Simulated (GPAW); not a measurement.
Runs of GPAW 26.7.0 on Bi. The structure is cubic, space group Im-3m (No. 229). The conventional cell has a = 3.963 Å, b = 3.963 Å, c = 3.963 Å, α = 90.00°, β = 90.00°, γ = 90.00°. Bi (site symmetry m-3m) has 8 Bi at 3.43 Å as nearest neighbours. This isn't the form of Bi at room conditions, which is rhombohedral.

```tsv
task	level	potentials or basis	cell	k mesh	cutoff (eV)	maxiter	convergence	eigensolver	optimizer	fmax	gap on the mesh (eV)	pressure (GPa)	relaxed volume (Å³/atom)
single point	PBEsol	PAW data sets generated in the run's folder for this functional, pw	as given	9 × 9 × 9	600	150	-	-	-	-	none	-2.1	-
single point	r2SCAN	GPAW PAW data sets (gpaw-data 1.2.1), pw	as given	8 × 8 × 8	450	120	default	-	-	-	none	-0.6	-
relaxation of cell and atoms	BLYP+D4	PAW data sets generated in the run's folder for this functional, pw	relaxed	9 × 9 × 9	600	150	density=1e-05 forces=0.0001	davidson	LBFGS	0.02 eV/Å	none	0.0	(a)
relaxation of cell and atoms	LDA	the program's PAW data sets (release 1.2.1) made for this functional, pw	relaxed	9 × 9 × 9	600	150	density=1e-05 forces=0.0001	-	BFGS	0.02 eV/Å	none	0.0	29.27
relaxation of cell and atoms	PBEsol+D3	PAW data sets generated in the run's folder for this functional, pw	relaxed	9 × 9 × 9	600	150	density=1e-05 forces=0.0001	-	BFGS	0.02 eV/Å	none	0.1	29.27
```

Alike in all rows: no spin polarisation; smearing fermi-dirac 0.05 eV.

Problem. Estimate the missing entries.

Solution. (a) 31.12.

Caveats: spin-orbit coupling is left out, which moves the levels of the heavy elements; later steps reuse the first step's grids (some runs); pairwise dispersion overbinds metals, which lowers pressure and volume (some runs); the cutoff is short for stress and forces, so pressures can be off by a GPa or more (some runs); the PAW data sets were made with another functional, which shifts forces and pressure a little (some runs).

A k mesh can miss the band edges, and the runs leave out spin-orbit coupling on Bi.

A gap of «none» marks a metal or a gap under the smearing width.

Not every run made on this cell is shown here.
